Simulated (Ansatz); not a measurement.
# Stack of 1T-MgI2 under antimonene, shifted by a third of the diagonal in a perpendicular field, part 2 of 2

What dipole does a perpendicular field induce in the stack of 1T-MgI2 under antimonene, shifted by a third of the diagonal, and does the gap follow? A positive field points along +c.

Ansatz 0.2.0; plane-wave DFT, PBE-D3(BJ), Ansatz PAW.

So far. Step 2 (Relaxing the slab): The lattice constant a goes from 4.160 to 4.105 Å.

## Step 3: Atoms held, field 0, start network

A sawtooth potential applies the field, turning back in the middle of the vacuum. With the dipole correction the typed value is the field outside the slab. The induced dipole is small, so the SCF threshold is tight.

The cell differs from the one that the last finished run ended in (c 45.792 → 26.406 Å).

The input, input.yaml:

```yaml
crystal:
  lattice:
    - [4.1048720514, 0.0, 0.0]
    - [-2.0524360257, 3.5549234758, 0.0]
    - [0.0, 0.0, 26.4056534545]
  atoms:
    - { symbol: I, position: [0.6666666667, 0.3333333333, 0.3408361022] }
    - { symbol: Mg, position: [0.0, 0.0, 0.4048063169] }
    - { symbol: I, position: [0.3333333333, 0.6666666667, 0.4687130917] }
    - { symbol: Sb, position: [0.0, 0.0, 0.5973358642] }
    - { symbol: Sb, position: [0.6666666667, 0.3333333333, 0.6591638978] }
kpoints:
  mp_grid: { grid: [12, 12, 1] }
  band_path:
    path: [[0, 0, 0], [0.5, 0, 0], [0.33333333, 0.33333333, 0], [0, 0, 0]]
    npoints: 16
hamiltonian:
  xc: pbe
  dispersion: d3bj
scf:
  occupations: { method: fermi_dirac, width: 0.02585 }
  convergence: { dr2_threshold: 1.0e-10 }
efield:
  axis: 3
  dipole_correction: true
  ramp_position: 0.97
  ramp_width: 0.06
  amplitude: 0
output:
  dos: { projected: true, e_range: [-6, 5] }
  write_potential: true
  write_density: true
  volumetric_format: npy
  elf: true
```

The run is started by

```bash
> ansatz run input.yaml --threads 2 --pin off --max-ram 3072MiB --backend cpu --events-out ev --progress --plain --runs-dir out
```

Numbers of over 12 decimals in the logs are rounded to 6 here.

Log:

```text
[...]
Crystal: 5 atoms, lattice volume = 385.325 Å³
Basis set: ecut = 420 eV, 7493 PW (Γ)
Bands: 45, of which v1, the nominal top of the filled ones, is band 37 counted from 1 (36 counted from 0)
Symmetry: 6 space group operations
[...]
k-points: 19 of 144 (time reversal used)
[...]
SCF iter   1: F=—  HF=-29923.012700 eV  |F-HF|=—  |Δ(HF+E_count)|=         —  Δρ=7.15e-4  dr2=2.05e-2  ethr=1.77e-3  p=0.017 e·Å  D=7.85e-3 V/Å  ΔV_dip=-0.21 eV  dr2_dipole=8.99e-3  V_vac-E_F(+/−)=4.24/4.45 eV  ⟨swp⟩=14.9  Hψ=4877  notcnv=0  defer=5
efield: sawtooth ramp at fractional position 0.9700 (set: `efield.ramp_position`, or a place that a band, a saddle search or an elastic batch's reference lends), width 0.0600; the density the first Hamiltonian is built on has a dipole p = 0.017 e·Å; the dipole correction subtracts the counter field D = 7.85e-3 V/Å, which shifts the + side's vacuum level by -0.21 eV against the − side's; the planar-averaged density in the ramp window peaks in size at 9.0e-6 e/Å³
[...]
SCF iter   2: F=—  HF=-29923.013650 eV  |F-HF|=—  |Δ(HF+E_count)|=   9.50e-4  Δρ=9.71e-4  dr2=2.37e-2  ethr=2.77e-5  p=-0.030 e·Å  D=-1.40e-2 V/Å  ΔV_dip=0.37 eV  dr2_dipole=4.13e-3  V_vac-E_F(+/−)=4.30/3.93 eV  ⟨swp⟩=3.8  Hψ=1671  notcnv=0  defer=54
[...]
SCF iter  11: F=-29923.011162 eV  HF=-29923.011162 eV  |F-HF|=1.38e-10  |Δ(HF+E_count)|=  3.82e-10  Δρ=1.38e-7  dr2=9.81e-11  ethr=1.00e-12  p=-0.022 e·Å  D=-1.04e-2 V/Å  ΔV_dip=0.27 eV  dr2_dipole=1.14e-11  V_vac-E_F(+/−)=4.18/3.90 eV  ⟨swp⟩=12.2  Hψ=4034  notcnv=0
SCF 1 converged in 11 iterations: F = -29923.011162 eV  dr2 = 9.81e-11
[...]
NSCF: frozen V_eff on 49 k-points
efield: sawtooth ramp at fractional position 0.9700 (kept from the solve that this one continues, or follows in the run), width 0.0600; the density the first Hamiltonian is built on has a dipole p = -0.022 e·Å; the dipole correction subtracts the counter field D = -1.04e-2 V/Å, which shifts the + side's vacuum level by +0.27 eV against the − side's; the planar-averaged density in the ramp window peaks in size at 4.2e-6 e/Å³
[...]
SCF converged after 11 iterations
Free energy (F): -29923.011162 eV
[...]
Internal energy: -29923.011162 eV  (E = F + TS)
E sigma→0 (E₀):  -29923.011162 eV
Fermi energy:    1.171013 eV
Dipole field:    D = -0.010364 V/Å  (p = -0.022070 e·Å, saw-weighted, corrected)
Work function:   Φ+ = 4.1763 eV   Φ− = 3.9026 eV
Levels:          The Fermi level and band energies are counted from a zero that moves with the ramp; work functions are not
[...]
--- Band table (eV; the first three rows and the last of 19) ---
  k-point 0: bands = [... 33 lower, -1.2383, 0.1059, 0.5091, 0.5091, 2.1533, 3.1788, 3.3017, 3.3017, ... 4 higher]
  k-point 1: bands = [... 33 lower, -1.2590, -0.2061, 0.1583, 0.3385, 2.6243, 3.1751, 3.4651, 3.4654, ... 4 higher]
  k-point 2: bands = [... 33 lower, -1.3433, -1.2135, -0.0402, 0.1775, 2.3192, 3.6247, 3.7799, 3.8694, ... 4 higher]
  k-point 18: bands = [... 33 lower, -2.1345, -2.1325, -1.3222, -1.2969, 2.0473, 3.0698, 3.8325, 4.2197, ... 4 higher]
```

Wall time 52 s (2 threads of Intel Xeon at 2.70GHz, shared host); peak memory 0.93 GiB; 1.7 min of CPU time.

This step gave:

```yaml
gap_on_the_k_mesh: 1.354 eV
dipole_along_the_normal: -0.02207 e·Å
gap_along_the_path: 1.345 eV
smallest_direct_gap_along_the_path: 1.644 eV
step_between_the_vacuum_levels: 0.2737 eV
ionisation_energy_upper_face: 4.838 eV
electron_affinity_upper_face: 3.493 eV
ionisation_energy_lower_face: 4.565 eV
gap_the_smaller_of_path_and_mesh: 1.345 eV
```

Running mean over a fixed 2.8 Å (it still follows the layers) of the planar mean; the ramp of the sawtooth is left out. Table of electron's electrostatic potential energy less the Fermi level by z:

```
z (Å)  electron's electrostatic potential energy less the Fermi level (eV)
  3.5                                                                 3.90
  4.0                                                                 3.90
  4.5                                                                 3.90
  5.0                                                                 3.90
  5.5                                                                 3.89
  6.0                                                                 3.85
  6.5                                                                 3.65
  7.0                                                                 2.90
  7.5                                                                 1.73
  8.0                                                                0.502
  8.5                                                               -0.862
  9.0                                                                -2.18
  9.5                                                                -3.72
 10.0                                                                -4.20
 10.5                                                                -4.39
 11.0                                                                -4.34
 11.5                                                                -4.19
 12.0                                                                -3.43
 12.5                                                                -1.86
 13.0                                                               -0.668
 13.5                                                                0.312
 14.0                                                                0.338
 14.5                                                               -0.181
 15.0                                                                -1.31
 15.5                                                                -2.82
 16.0                                                                -4.34
 16.5                                                                -5.23
 17.0                                                                -4.77
 17.5                                                                -3.33
 18.0                                                                -1.69
 18.5                                                               0.0216
 19.0                                                                 1.78
 19.5                                                                 3.23
 20.0                                                                 3.91
 20.5                                                                 4.10
 21.0                                                                 4.16
 21.5                                                                 4.17
 22.0                                                                 4.17
 22.5                                                                 4.18
 23.0                                                                 4.18
```

The density of states has structure finer than the step of the table below, so its rows give means over 0.25 eV, whole bins alone (the curve runs from -6 to 2.68 eV). Peaks (eV: height): -5.420: 11.3, -4.210: 8.35, -3.570: 11.4, -3.440: 7.98, -3.190: 12.2, 1.910: 8.94, 2.220: 9.69.

The density of states by energy, zero at the Fermi level of the run, which the smearing sets inside the gap; means over each step:

```
energy (eV)  density of states (states/eV a cell)
      -5.75                                  3.04
      -5.50                                  4.05
      -5.25                                  2.50
      -5.00                                  2.08
      -4.75                                  1.37
      -4.50                                  1.63
      -4.25                                  4.72
      -4.00                                  3.75
      -3.75                                  4.39
      -3.50                                  7.20
      -3.25                                  7.98
      -3.00                                  6.40
      -2.75                                  5.67
      -2.50                                  2.92
      -2.25                                  1.95
      -2.00                                  2.72
      -1.75                                  2.00
      -1.50                                  1.71
      -1.25                                  1.86
      -1.00                                  1.97
      -0.75                                 0.343
      -0.50                                     0
      -0.25                                     0
       0.00                                     0
       0.25                                     0
       0.50                                     0
       0.75                                 0.622
       1.00                                  2.50
       1.25                                  3.86
       1.50                                  2.40
       1.75                                  1.52
       2.00                                  4.62
       2.25                                  4.72
       2.50                                  3.67
```

Projected DOS per atom over height of the atomic layer and energy from the Fermi level. Layers: I Mg I Sb Sb from below.

Ten even steps from '_' (0.00 states/eV) to '@' (2.94 states/eV), each cell a mean:
```
__..__====
__::__====
__::__....
__..__====
______--::
__________
__________
__________
__________
______----
______::::
______----
______----
==__--::--
@@__@@::::
@@__%%----
==__==::::
++__++....
::__::____
--__--____
++..++____
--::--____
```
Columns: height of the atomic layer (Å) from 9 to 17.4 (not evenly spaced); rows upwards: energy from the Fermi level (eV) from -5.96 to 2.68.

Electronic bands along the path, in eV, zero at the Fermi level of the run, which the smearing sets inside the gap:

```csv
point,band 34,band 35,band 36,band 37,band 38,band 39,band 40,band 41
Γ,-2.41,-1.07,-0.66,-0.66,0.98,2.01,2.13,2.13
halfway,-2.96,-2.65,-1.61,-1.12,0.77,2.13,2.78,2.82
M,-3.33,-2.92,-2.22,-2.05,0.96,1.11,1.81,2.85
halfway,-3.36,-3.25,-2.74,-2.08,1.24,1.86,2.26,2.55
K,-3.31,-3.30,-2.49,-2.47,0.88,1.90,2.66,3.05
halfway,-3.11,-2.88,-2.50,-1.11,1.57,2.04,2.45,3.08
Γ,-2.41,-1.07,-0.66,-0.66,0.98,2.01,2.13,2.13
```

ELF in the ca plane at fractional y = 0.333, with atoms of I and Sb within 0.2 Å of it. It is the smooth field of the valence electrons, not physical close to the nuclei.

Ten even steps from '0' (0.00) to '9' (0.81), each cell a mean:
```
00000000000001257998889731256665200134566655
00000000000002479987678851012221000012355432
00000000000013689873347862000000000001244310
00000000000013689863436862000000000000233200
00000000000013589974357861000000000001244310
00000000000002479987778841123332100012355433
00000000000001247898899621357775300135566655
00000000000000012456665312689988510266656655
00000000000000000011121102799998610377555532
00000000000000000011222112799998610377555542
00000000000000013567776312589987510256656665
```
Columns run along c (16.0 Å, from fractional 0.07 to 0.68 of the cell), rows up along a (4.1 Å). Atoms in or near the plane, at fractional coordinates: I at (0.34, 0.67), Sb at (0.66, 0.67).

Valence density in the ca plane at fractional y = 0.333, with atoms of I and Sb within 0.2 Å of it. It is the smooth field of the valence electrons, not physical close to the nuclei.

Values in e/Å³, 6 rows by 16 columns, each cell a mean:
```
 0  0  0  0  0  0  0  1  0  0  0  0  0  0  0  1
 0  0  0  0  0  0  2 10  1  0  0  0  0  0  0  8
 0  0  0  0  0  0  1  7  0  0  0  0  0  0  0  5
 0  0  0  0  0  0  0  1  0  0  0  0  0  0  0  0
 0  0  0  0  0  0  0  0  0  0  0  0  0  0  0  0
 0  0  0  0  0  0  0  0  0  0  0  0  0  0  0  0
```
Columns run along c (16.0 Å, from fractional 0.07 to 0.68 of the cell), rows up along a (4.1 Å). Atoms in or near the plane, at fractional coordinates: I at (0.34, 0.67), Sb at (0.66, 0.67).

Electrostatic potential energy in the ca plane at fractional y = 0.333, with atoms of I and Sb within 0.2 Å of it. With pseudopotentials it is smooth inside the atoms' cores, unlike the true potential.

Ten even steps from '0' (-20 eV) to '9' (5 eV), each cell a mean:
```
99999999999999999864457888888889999999888653
99999999999999998611103789999999999999986200
99999999999999998317940689999999999999984000
99999999999999998229970589999999999999984000
99999999999999998315731689999999999999985000
99999999999999999621114788999999999999987300
99999999999999999875567888888889999998888755
99999999999999999998888877887778999988777888
99999999999999999999988777776668999987667889
99999999999999999999988777776678999987667889
99999999999999999998888877887788999988777888
```
Columns run along c (16.0 Å, from fractional 0.07 to 0.68 of the cell; values clipped at the 3rd and 97th percentile), rows up along a (4.1 Å). Atoms in or near the plane, at fractional coordinates: I at (0.34, 0.67), Sb at (0.66, 0.67).

The gap is 1.35 eV, with the valence edge 4.84 eV and the conduction edge 3.49 eV under the upper vacuum level. Spin-orbit coupling, left out in this run, matters for the bands of elements this heavy.

## Step 4: Atoms held, field 0.1 V/Å

Changes to input.yaml since step 3:

```diff
@@ -25,7 +25,6 @@
   dipole_correction: true
-  ramp_position: 0.97
-  ramp_width: 0.06
-  amplitude: 0
+  ramp_position: 0.9655
+  ramp_width: 0.0689
+  amplitude: 0.1
 output:
-  dos: { projected: true, e_range: [-6, 5] }
   write_potential: true
@@ -33,2 +32 @@
   volumetric_format: npy
-  elf: true
```

Log:

```text
[...]
Crystal: 5 atoms, lattice volume = 385.325 Å³
Basis set: ecut = 420 eV, 7493 PW (Γ)
Bands: 45, of which v1, the nominal top of the filled ones, is band 37 counted from 1 (36 counted from 0)
Symmetry: 6 space group operations
[...]
k-points: 19 of 144 (time reversal used)
[...]
k-point 0: bands = [... 33 lower, -1.2789, 0.1747, 0.5812, 0.5812, 2.2180, 3.1262, 3.3737, 3.3737, ... 4 higher]
  k-point 1: bands = [... 33 lower, -1.2993, -0.1317, 0.2247, 0.4106, 2.6886, 3.2085, 3.4511, 3.5375, ... 4 higher]
  k-point 2: bands = [... 33 lower, -1.3833, -1.1459, 0.0318, 0.2468, 2.3902, 3.5803, 3.8519, 3.9401, ... 4 higher]
  k-point 18: bands = [... 33 lower, -2.1859, -2.1518, -1.2557, -1.2221, 2.1182, 3.0457, 3.8887, 4.2750, ... 4 higher]
[key lines of the parts left out:]
SCF converged after 13 iterations
Free energy (F): -29923.012865 eV
Fermi energy:    1.242586 eV
Dipole field:    D = 0.026363 V/Å  (p = 0.056139 e·Å, saw-weighted, corrected)
```

It took 53 s on 2 threads; peak memory 0.81 GiB; 1.7 min of CPU time.

The dipole is 0.0561 e·Å, 0.0782 e·Å from its value without field, and the gap 1.344 eV.

## Step 5: Single point, field -0.1 V/Å

Changes to input.yaml since step 4:

```diff
@@ -27,3 +27,3 @@
   ramp_width: 0.0689
-  amplitude: 0.1
+  amplitude: -0.1
 output:
```

Log:

```text
[...]
Crystal: 5 atoms, lattice volume = 385.325 Å³
Basis set: ecut = 420 eV, 7493 PW (Γ)
Bands: 45, of which v1, the nominal top of the filled ones, is band 37 counted from 1 (36 counted from 0)
Symmetry: 6 space group operations
[...]
k-points: 19 of 144 (time reversal used)
[...]
k-point 0: bands = [... 33 lower, -1.1940, 0.0359, 0.4358, 0.4358, 2.0853, 3.2260, 3.2285, 3.2285, ... 4 higher]
  k-point 1: bands = [... 33 lower, -1.2159, -0.2819, 0.0913, 0.2652, 2.5556, 3.1210, 3.3922, 3.4928, ... 4 higher]
  k-point 2: bands = [... 33 lower, -1.3016, -1.2809, -0.1132, 0.1074, 2.2464, 3.6567, 3.7067, 3.8009, ... 4 higher]
  k-point 18: bands = [... 33 lower, -2.1164, -2.0803, -1.3897, -1.3721, 1.9752, 3.0895, 3.7731, 4.1658, ... 4 higher]
[key lines of the parts left out:]
SCF converged after 12 iterations
Free energy (F): -29923.017283 eV
Fermi energy:    1.098061 eV
Dipole field:    D = -0.047128 V/Å  (p = -0.100357 e·Å, saw-weighted, corrected)
```

Wall time 49 s (2 threads); peak memory 0.81 GiB.

The dipole is -0.100 e·Å, -0.0783 e·Å from its value without field, and the gap 1.345 eV.

## Step 6: Response, atoms held

This step: plane-wave DFT, PBE-D3(BJ), Ansatz PAW; response to a field along the normal, atoms held (Ansatz 0.2.0).

The dipoles give the slope, and the difference of two potentials shows where the field is screened.

This step gave:

| Property | Result |
| --- | --- |
| equivalent conductor thickness p/(ε₀AE) | 9.703 Å |
| distance between the outer atoms | 8.406 Å |

The dipole of the cell by applied field:

```
applied field (V/Å)  dipole of the cell (e·Å)
            -0.1000                    -0.100
             0.0000                   -0.0221
             0.1000                    0.0561
```

Local field over the applied field, running mean. From the potentials at -0.1 and 0.1 V/Å; running mean over 2.8 Å. Local field over applied field against z:

```
z (Å)  local field over applied field
    5                           0.994
    6                           0.950
    7                           0.755
    8                           0.441
    9                           0.200
   10                           0.174
   11                           0.173
   12                           0.163
   13                           0.230
   14                           0.295
   15                           0.218
   16                          0.0552
   17                          0.0371
   18                           0.241
   19                           0.562
   20                           0.844
   21                           0.968
   22                           0.995
```

Electrons, planar mean, per unit field. Table of induced electron density by z:

```csv
z (Å),induced electron density (e/Å³ per V/Å)
5,2.0e-5
6,2.0e-4
7,0.00138
8,0.00332
9,7.4e-4
10,-0.00202
11,0.00145
12,2.6e-4
13,-0.00145
14,-1.3e-4
15,0.00180
16,6.6e-4
17,-3.8e-4
18,-0.00137
19,-0.00276
20,-7.6e-4
21,-1.4e-4
22,-2.0e-5
```

The smaller of the gaps on the path and on the k-mesh, counted as 0 under 0.03 eV. The gap stays at 1.34 eV for applied field from -0.1 to 0.1 V/Å.

By hand: between -0.1 and 0.1 V/Å the dipole changes by 0.1565 e·Å, a slope of 0.7825 e·Å²/V. A perfect conductor of thickness t has p = ε₀AEt, so t = 180.95 × 0.7825 / 14.593 = 9.70 Å (e/ε₀ = 180.95 V·Å, A in Å²).

The induced dipole is that of a conductor 9.70 Å thick.

## Step 7: Summary of results

```json
{"gap without field": "1.35 eV", "ionisation energy, upper face": "4.84 eV", "electron affinity, upper face": "3.49 eV", "step between the vacuum levels": "0.274 eV", "equivalent conductor thickness, atoms held": "9.70 Å"}
```

What this shows: The induced dipole equals that of a perfect conductor 9.70 Å thick, while the outer atoms lie 8.41 Å apart; an out-of-plane ε follows only once a thickness t is chosen, by 1 − 1/ε = 9.70 Å / t. The two faces differ: the vacuum level above lies 0.27 eV higher than the one below. The gap stays within 0.01 eV of 1.35 eV over the fields run, up to 0.1 V/Å in size. Semilocal functionals give gaps that are too small, and excitons are not included. Spin-orbit coupling is left out, which matters for the bands of elements this heavy.

[Logs are printed without paths, hosts, clocks, repeated set-up lines and the standing remarks that a program may print on its own settings, such as how far it seeks lower states.]

[Hosts, paths, dates, database ids (printed as entryN), source tags and the programs' standing remarks are cut or masked in the printed files.]

[Maps of the electrostatic potential energy from Ansatz leave out the sawtooth potential of an applied field or a dipole correction, so their vacuum need not be flat; planar profiles and work functions include it.]

[The density of states shown here was stored with 400 of the rows of the run's finer table, so its peaks can read low, often by over a quarter, or be missed, and its means over a window can be off by a tenth or more.]
